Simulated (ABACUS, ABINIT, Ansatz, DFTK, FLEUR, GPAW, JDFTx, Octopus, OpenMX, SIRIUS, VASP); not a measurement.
## One calculation of C, 12 ways

```xyz
2
Lattice="0.0000 1.7834 1.7834 1.7834 0.0000 1.7834 1.7834 1.7834 0.0000" Properties=species:S:1:pos:R:3 pbc="T T T"
C     2.6879    2.6785    2.6766
C     1.7695    1.7528    1.7618
```

This isn't the form of C at room conditions, which is graphite.

Atoms were shifted at random by some hundredths of an Å from the given cell, which wasn't relaxed again for these runs.

Alike in all runs: task single point; functional PBE; k mesh 13 × 13 × 13; occupations fermi-dirac, width 0.05 eV; no spin polarisation; no spin-orbit coupling. Pressure is positive in compression and, in plane waves, holds the error of the finite cutoff, which Ansatz's Pulay term estimates and takes out.

```
                                      program and potentials  plane-wave cutoff (eV)                             notes  pressure (GPa)  largest force (eV/Å)  energy over the undisturbed cell (meV/atom)
                  GPAW, GPAW PAW data sets (gpaw-data 1.2.1)                     800                                 -            2.19                 1.664                                        21.05
                                  FLEUR, all-electron, FLAPW                       -                                 -               -                 1.664                                        21.04
    ABACUS, PseudoDojo NC SR 0.4.1 PBE standard, plane waves                    1116                                 -            2.61                 1.665                                        21.06
                       Ansatz, Ansatz PAW (earlier soft set)                     420  Pulay term of +0.60 GPa included            2.57                 1.660                                        21.00
 SIRIUS, PseudoDojo 0.4.1 PBE standard (scalar relativistic)                    1127                                 -            2.66                 1.665                                        21.06
OpenMX, OpenMX 2013 PBE set, C6.0-s2p2d1, grid cutoff 300 Ry                       -                      atomic basis            2.63                 1.729                                        21.77
                               VASP, PBE PAW files C, 520 eV                     520                                 -            3.23                 1.670                                            -
                                    ABINIT, JTH PAW PBE v2.0                     517                                 -            1.84                 1.674                                        21.09
                       JDFTx, PseudoDojo-SR-PBE-0.5-standard                    1116                                 -            2.62                 1.665                                        21.06
               Octopus, pseudodojo_pbe (PseudoDojo 0.5, PBE)                       -                                 -               -                 1.663                                        21.18
              Ansatz, all-electron LAPW, scalar-relativistic                       -                                 -            2.53                 1.663                                            -
                DFTK, PseudoDojo SR PBE 0.4.1 standard (PBE)                    1116                                 -            2.72                 1.665                                        21.06
```

Force on atom 2 (C), eV/Å:

```
                                      program and potentials      x      y      z
                  GPAW, GPAW PAW data sets (gpaw-data 1.2.1)  0.899  1.184  0.748
                                  FLEUR, all-electron, FLAPW  0.899  1.184  0.748
    ABACUS, PseudoDojo NC SR 0.4.1 PBE standard, plane waves  0.899  1.185  0.748
                       Ansatz, Ansatz PAW (earlier soft set)  0.897  1.181  0.746
 SIRIUS, PseudoDojo 0.4.1 PBE standard (scalar relativistic)  0.900  1.185  0.748
OpenMX, OpenMX 2013 PBE set, C6.0-s2p2d1, grid cutoff 300 Ry  0.932  1.230  0.776
                               VASP, PBE PAW files C, 520 eV  0.902  1.189  0.750
                                    ABINIT, JTH PAW PBE v2.0  0.908  1.188  0.752
                       JDFTx, PseudoDojo-SR-PBE-0.5-standard  0.900  1.185  0.748
               Octopus, pseudodojo_pbe (PseudoDojo 0.5, PBE)  0.899  1.184  0.747
              Ansatz, all-electron LAPW, scalar-relativistic  0.898  1.183  0.747
                DFTK, PseudoDojo SR PBE 0.4.1 standard (PBE)  0.900  1.185  0.748
```

The pressure spans 1.84 (ABINIT, JTH PAW PBE v2.0) to 3.23 GPa (VASP, PBE PAW files C, 520 eV), with all-electron results at 2.53. Rows in atomic bases carry the error of their basis and grid, which can be large.

The functional is the same throughout but for its coding, so the spread measures potentials, basis and numerics; runs on potential files found faulty are left out.

The force on atom 2 points back towards its displaced neighbour and runs nearly antiparallel to the relative shift of the two sublattices, as expected for a small zone-centre optical distortion of diamond. Its size reflects the stiffness of the directional sp³ σ bonds. Forces and energies agree closely except in OpenMX, whose 1.729 eV/Å and 21.77 meV/atom both indicate too stiff a response, although its pressure of 2.63 GPa looks ordinary; agreement in pressure alone therefore doesn't validate a basis.

The positive pressure suggests that PBE favours a slightly larger cell, with a possible contribution from the displacements. In so incompressible a solid, a small volume mismatch costs gigapascals, which also makes pressure the more sensitive test of the potentials and basis. An uncorrected cutoff error usually lowers the pressure, which could account for ABINIT's low value but not for VASP's high one. A single distortion at one volume doesn't establish the elastic constants or the stability of diamond relative to graphite.
